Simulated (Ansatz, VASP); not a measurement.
**NbH2: VASP beside Ansatz**

```
Nb H
1.0
     0.00000    2.28150    2.28150
     2.28150    0.00000    2.28150
     2.28150    2.28150    0.00000
Nb H
1 2
Direct
  0.00000 0.00000 0.00000
  0.25000 0.25000 0.25000
  0.75000 0.75000 0.75000
```

Alike in both runs: task single point; functional PBEsol; k mesh 11 × 11 × 11; no spin polarisation.

```csv
,VASP,Ansatz
version,VASP 6.6.1,Ansatz 0.2.0
potentials or method,"VASP PAW PBE potentials, release 64 (Nb_sv, H)","plane waves, PAW"
plane-wave cutoff (eV),520,470
occupations,"methfessel-paxton of order 1, width 0.1 eV",cold
valence electrons in the cell,15,15
```

Ansatz gave:

```
pressure (GPa) : -5.4
```

**Question.** Which values does VASP return?

**Answer.** Pressure (GPa): -5.8.

Caveats: the PAW data sets were made with another functional, which shifts forces and pressure a little (VASP).
